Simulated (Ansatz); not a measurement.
# Pd: the cost of one run

Computed with Ansatz 0.2.0 (DFT PBE, scalar-relativistic, unless a step's input says otherwise).

### 1 Starting point

Symmetry: Fm-3m, No. 225, cubic system. Conventional cell: a = 3.890 Å, b = 3.890 Å, c = 3.890 Å, α = 90.00°, β = 90.00°, γ = 90.00°. Pd (site symmetry m-3m) has 12 Pd at 2.75 Å as nearest neighbours.

As a file:

```cif
data_structure
_symmetry_space_group_name_H-M 'P 1'
_symmetry_Int_Tables_number 1
_cell_length_a 2.7505
_cell_length_b 2.7505
_cell_length_c 2.7505
_cell_angle_alpha 60.000
_cell_angle_beta 60.000
_cell_angle_gamma 60.000
_cell_volume 14.71
loop_
_atom_site_label
_atom_site_type_symbol
_atom_site_fract_x
_atom_site_fract_y
_atom_site_fract_z
_atom_site_occupancy
Pd1 Pd 0.00000 0.00000 0.00000 1
```

### 2 The deformed structure

Space group Fm-3m before, I4/mmm after.

### 3 LAPW, all electrons

The input, input.yaml:

```yaml
crystal:
  lattice:
    - [0.0, 1.906002, 1.9449]
    - [1.906002, 0.0, 1.9449]
    - [1.906002, 1.906002, 0.0]
  atoms:
    - { symbol: Pd, position: [0.0, 0.0, 0.0] }
kpoints:
  mp_grid: { grid: [18, 18, 18] }
  band_path:
    path:
      - [0.0, 0.0, 0.0]
      - [0.0, 0.5, 0.5]
      - [0.25, 0.75, 0.5]
      - [0.0, 0.5, 0.0]
      - [0.0, 0.0, 0.0]
      - [0.5, 0.5, 0.0]
      - [0.37005, 0.62995, 0.0]
      - [-0.37005, 0.37005, 0.0]
      - [0.0, 0.0, 0.0]
    npoints: 5
scf:
  occupations: { method: fermi_dirac, width: 0.05 }
hamiltonian:
  xc: pbe
  pseudopotentials: { kind: all_electron, lapw: { basis_error: 0.00025 } }
output:
  forces: true
  stress: true
  eigenvalues: true
```

Launch:

```
$ ansatz run input.yaml --threads 1 --pin off --max-ram 3072MiB --backend cpu --events-out ev --progress --plain --runs-dir out
```

**Question.** How long does this run take on 1 thread of Intel Xeon Platinum 8488C (Sapphire Rapids), shared host, and how much memory does it need?

About 33 s, with a peak of 0.74 GiB.
